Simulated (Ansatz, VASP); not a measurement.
# One calculation of AgCl, two programs

The input run.py:

```python
from ase.calculators.vasp import Vasp
from ase.dft.bandgap import bandgap
from ase.io import read

atoms = read('AgCl.cif', primitive_cell=True, subtrans_included=False)
calc = Vasp(
    directory='calc',
    xc='lda',
    pp='LDA',
    setups='materialsproject',
    prec='Accurate',
    encut=520,
    ediff=1e-06,
    ismear=0,
    sigma=0.02,
    lreal=False,
    lasph=True,
    nelm=80,
    algo='Normal',
    isif=2,
    lwave=False,
    lcharg=False,
    kpts=[8, 8, 8],
    gamma=True,
)
atoms.calc = calc

print('energy (eV):', atoms.get_potential_energy())
print('free energy (eV):', atoms.get_potential_energy(force_consistent=True))
print('forces (eV/A):')
print(atoms.get_forces())
print('stress (eV/A^3, Voigt):', atoms.get_stress())
print('Fermi level (eV):', calc.get_fermi_level())
gap, top, bottom = bandgap(calc)
print('band gap (eV):', gap, 'from (spin, k, band)', top, 'to', bottom)
```

AgCl.cif

```cif
data_AgCl
_cell_length_a 3.43397300
_cell_length_b 3.43397300
_cell_length_c 3.43397300
_cell_angle_alpha 90.00000000
_cell_angle_beta 90.00000000
_cell_angle_gamma 90.00000000
_space_group_name_H-M_alt 'Pm-3m'
_space_group_name_Hall '-P 4 2 3'
_space_group_IT_number 221
loop_
_space_group_symop_operation_xyz
'x,y,z'
'-x,-y,-z'
'-y,x,z'
'y,-x,-z'
'-x,-y,z'
'x,y,-z'
'y,-x,z'
'-y,x,-z'
'x,-y,-z'
'-x,y,z'
'-y,-x,-z'
'y,x,z'
'-x,y,-z'
'x,-y,z'
'y,x,-z'
'-y,-x,z'
'z,x,y'
'-z,-x,-y'
'z,-y,x'
'-z,y,-x'
'z,-x,-y'
'-z,x,y'
'z,y,-x'
'-z,-y,x'
'-z,x,-y'
'z,-x,y'
'-z,-y,-x'
'z,y,x'
'-z,-x,y'
'z,x,-y'
'-z,y,x'
'z,-y,-x'
'y,z,x'
'-y,-z,-x'
'x,z,-y'
'-x,-z,y'
'-y,z,-x'
'y,-z,x'
'-x,z,y'
'x,-z,-y'
'-y,-z,x'
'y,z,-x'
'-x,-z,-y'
'x,z,y'
'y,-z,-x'
'-y,z,x'
'x,-z,y'
'-x,z,-y'
loop_
_atom_site_label
_atom_site_type_symbol
_atom_site_symmetry_multiplicity
_atom_site_Wyckoff_symbol
_atom_site_fract_x
_atom_site_fract_y
_atom_site_fract_z
_atom_site_occupancy
Ag1 Ag 1 a 0.0000000000 0.0000000000 0.0000000000 1
Cl1 Cl 1 b 0.5000000000 0.5000000000 0.5000000000 1
```

input.yaml

```yaml
crystal:
  lattice:
    - [3.433973, 0.0, 0.0]
    - [0.0, 3.433973, 0.0]
    - [0.0, 0.0, 3.433973]
  atoms:
    - { symbol: Ag, position: [0.0, 0.0, 0.0] }
    - { symbol: Cl, position: [0.5, 0.5, 0.5] }
hamiltonian:
  xc: lda
  pseudopotentials: { kind: paw }
kpoints:
  mp_grid: { grid: [8, 8, 8] }
scf:
  occupations: { method: gaussian, width: 0.02 }
output:
  forces: true
  stress: true
  eigenvalues: true
```

Measurements of this composition are mostly on another form, of space group No. 225.

Alike in both runs: task single point; functional LDA; k mesh 8 × 8 × 8; occupations gaussian, width 0.02 eV; no spin polarisation.

|  | VASP | Ansatz |
| --- | --- | --- |
| version | VASP 6.6.1 | Ansatz 0.2.0 |
| potentials or method | VASP PAW LDA potentials, release 64 (Ag, Cl) | Ansatz PAW |
| plane-wave cutoff (eV) | 520 | 420 |
| valence electrons in the cell | 18 | 26 |

```tsv
	VASP	Ansatz	Ansatz less VASP
gap on the k mesh at the Fermi level (eV)	0.31	0.28	-0.030
least direct gap on the mesh (eV)	1.82	1.79	-0.027
pressure (GPa)	-7.6	-7.6	+0.04
```

The two sets of potentials don't hold the same shells in valence.

Caveats: the PAW data sets come from PBE, with cores solved anew for the run's functional, which leaves a small shift of forces and pressure (Ansatz). A k mesh can miss the band edges. LDA gaps usually lie below the measured ones, often by a third to a half.
